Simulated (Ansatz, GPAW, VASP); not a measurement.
Ge: 4 runs at one level of theory

```
Ge
1.0
     0.00000    2.82891    2.82891
     2.82891    0.00000    2.82891
     2.82891    2.82891    0.00000
Ge
2
Direct
  0.75000 0.75000 0.75000
  0.50000 0.50000 0.50000
```

Alike in all runs: task single point; functional PBE; k mesh 8 × 8 × 8; occupations gaussian, width 0.014 eV; no spin polarisation; no spin-orbit coupling. Pressure is positive in compression and, in plane waves, holds the error of the finite cutoff, which Ansatz's Pulay term estimates and takes out.

```json
{"program and potentials": "Ansatz, Ansatz PAW", "plane-wave cutoff (eV)": "420", "notes": "14 valence electrons an atom on average; Pulay term of +0.03 GPa included", "band gap (eV)": "0.03", "pressure (GPa)": "3.56"}
{"program and potentials": "VASP, PBE PAW files Ge_d, 520 eV", "plane-wave cutoff (eV)": "520", "notes": "14 valence electrons an atom on average", "band gap (eV)": "0.03", "pressure (GPa)": "3.47"}
{"program and potentials": "Ansatz, all-electron LAPW, scalar-relativistic", "plane-wave cutoff (eV)": "-", "notes": "-", "band gap (eV)": "0.04", "pressure (GPa)": "3.56"}
{"program and potentials": "GPAW, GPAW PAW data sets (gpaw-data 1.2.1)", "plane-wave cutoff (eV)": "600", "notes": "4 valence electrons an atom on average", "band gap (eV)": "0.09", "pressure (GPa)": "3.84"}
```

The band gap spans 0.03 (Ansatz, Ansatz PAW) to 0.09 eV (GPAW, GPAW PAW data sets (gpaw-data 1.2.1)), with all-electron results at 0.04. The pressure spans 3.47 (VASP, PBE PAW files Ge_d, 520 eV) to 3.84 GPa (GPAW, GPAW PAW data sets (gpaw-data 1.2.1)), with all-electron results at 3.56.

The functional is the same throughout but for its coding, so the spread measures potentials, basis and numerics; runs on potential files found faulty are left out.

All four runs put germanium under compression, at 3.47 to 3.84 GPa. The cell is close to the measured one, and PBE underbinds germanium and prefers a larger volume, so the pressure reflects the functional rather than any real stress in the crystal.

The gap nearly vanishes, whereas real germanium is a clear semiconductor with an indirect gap. Semilocal functionals lack the derivative discontinuity and place the antibonding, s-like conduction state at the zone centre too low. Spin-orbit coupling would raise the top of the p-like valence band and probably close what gap remains, so these values don't support a classification as semiconductor or semimetal.

The GPAW run, with only 4 valence electrons an atom, gives both the largest gap and the highest pressure. Its frozen 3d shell is a likely contributor, since 3d states that are free to respond repel the 4p-like valence top upwards and narrow the gap, though other differences between the data sets may also matter.
